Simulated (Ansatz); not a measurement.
Na2S:

```xyz
3
Lattice="0.0000 3.2735 3.2735 3.2735 0.0000 3.2735 3.2735 3.2735 0.0000" Properties=species:S:1:pos:R:3 pbc="T T T"
S     0.0000    0.0000    0.0000
Na    4.9102    4.9102    4.9102
Na    1.6367    1.6367    1.6367
```

Base run:

```yaml
Program: Ansatz 0.2.0
Functional: LDA
Potentials_or_basis: all-electron LAPW, scalar-relativistic
Cutoff: 144 eV (chosen from the basis error)
Basis_error_allowed: 0.002 eV/atom
k_mesh: 7 × 7 × 7
Occupations: fermi-dirac, width 0.05 eV
Spin: no spin polarisation
```

Its results: band gap on the k mesh 2.24 eV, direct; pressure -2.1 GPa.

Problem. The run is repeated on the same cell with these changes: functional from LDA to PBE. What comes out?

Solution. Band gap on the k mesh 2.48 eV, direct; pressure 0.3 GPa.

PBE binds less tightly than LDA, so the same cell stands under more pressure.
